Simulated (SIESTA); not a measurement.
Crystal: Al2O3 (Corundum).

```xyz
10
Lattice="2.3803 1.3742 4.3319 -2.3803 1.3742 4.3319 0.0000 -2.7485 4.3319" Properties=species:S:1:pos:R:3 pbc="T T T"
Al    0.0000    0.0000   11.0743
Al    0.0000    0.0000    8.4191
Al    0.0000    0.0000    1.9213
Al    0.0000    0.0000    4.5765
O    -1.6503   -0.1099    5.4148
O     0.7300    1.4841    5.4148
O     0.9203   -1.3742    5.4148
O     1.6503    0.1099    7.5808
O    -0.7300   -1.4841    7.5808
O    -0.9203    1.3742    7.5808
```

* Program: SIESTA 5.4.2
* Task: single point
* Functional: PBE
* Potentials or basis: PseudoDojo 0.4 standard (PBE files)
* Basis: DZP (energy shift 0.003 Ry)
* Grid cutoff: 800 Ry
* Energy shift: 0.003 Ry
* k mesh: 7 × 7 × 7
* Occupations: fermi-dirac, width 0.05 eV
* Spin: no spin polarisation

On this cell: pressure 8.5 GPa; largest force 0.033 eV/Å; band gap on the k mesh 6.24 eV, direct.

The same run follows on a disturbed copy (atoms moved at random, drawn with an rms of 0.05 Å):

```
Al O
1.0
     2.38025    1.37424    4.33187
    -2.38025    1.37424    4.33187
     0.00000   -2.74848    4.33187
Al O
4 6
Cartesian
  -0.0205 -0.0100 11.0659
  0.0016 -0.0146 8.4324
  0.0072 0.0351 1.9340
  -0.0008 -0.0181 4.5955
  -1.6245 -0.1037 5.4017
  0.7295 1.5010 5.4725
  0.9547 -1.3794 5.4668
  1.5858 0.0726 7.5546
  -0.7465 -1.5241 7.5806
  -0.9627 1.3782 7.5985
```

**Question.** What changes?

**Answer.** The energy moves by +17.6 meV/atom; pressure 9.4 GPa; largest force 1.352 eV/Å; band gap on the k mesh 6.07 eV, direct.

Forces on the atoms (eV/Å):
```
Al   0.431  0.153  0.593
Al  -0.327  0.004 -0.261
Al  -0.251 -0.979  0.112
Al   0.238  0.254 -0.092
O   -0.624  0.123  0.514
O   -0.190 -0.565 -0.943
O   -0.575  0.398 -1.157
O    0.990  0.343  0.355
O   -0.007  0.805  0.508
O    0.315 -0.535  0.371
```

Stress tensor (GPa, compression positive):
```
11.34  0.24 -0.89
 0.24  8.47 -0.60
-0.89 -0.60  8.45
```

Caveats: an odd mesh through Γ misses points on the zone boundary, where band edges often lie; the basis of atomic orbitals isn't converged, which shifts pressures, moduli and gaps.
